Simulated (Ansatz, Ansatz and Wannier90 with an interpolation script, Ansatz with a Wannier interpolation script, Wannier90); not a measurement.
Planning a run of Ansatz 0.2.0 on BAs (Imm2). The input:

```yaml
crystal:
  lattice:
    - [-1.6720353045, -2.3646149982, 1.6935142642]
    - [1.6720353045, -2.3646149982, 1.6935142642]
    - [0.0, 3.6e-09, 3.3870285233]
  atoms:
    - { symbol: B, position: [-0.0005843916, -0.0005843916, 0.0005843916] }
    - { symbol: As, position: [0.7505843916, 0.7505843916, 0.7494156084] }
kpoints:
  mp_grid: { grid: [6, 6, 6] }
hamiltonian:
  xc: lda
scf:
  occupations: { method: fixed }
gw:
  n_empty_bands: 111
  ecut_chi: 150.0
  qp_bands: [v3, c3]
  screening: { model: contour_deformation }
```

```sh
ansatz run input.yaml --threads 8 --pin off --max-ram 18432MiB --backend cpu --events-out ev --progress --plain --runs-dir out
```

**Question.** Estimate wall time and host memory on 8 threads of Arm Neoverse V2, shared host.

It took 94 s; on shared hardware allow 47 s to 3.1 min. Peak host memory was 0.60 GiB. The sizes that set the cost: 531 plane waves a state, 46 irreducible k points, 120 bands summed, 113 plane waves in the screening and 6 SCF cycles.

The screening grows as filled bands × empty bands × pairs of k points, times the square of the screening basis for the matrix.

[Paths, hosts, dates, memory and timing lines, banners, echoed tables and standing remarks are left out of the program output.]

[Logs are printed without paths, hosts, clocks, repeated set-up lines and the standing remarks that a program may print on its own settings, such as how far it seeks lower states.]

[Runs of the session that timed out or met a known fault of the program may be left out.]

[Hosts, paths, dates, database ids (printed as entryN), source tags and the programs' standing remarks are cut or masked in the printed files.]
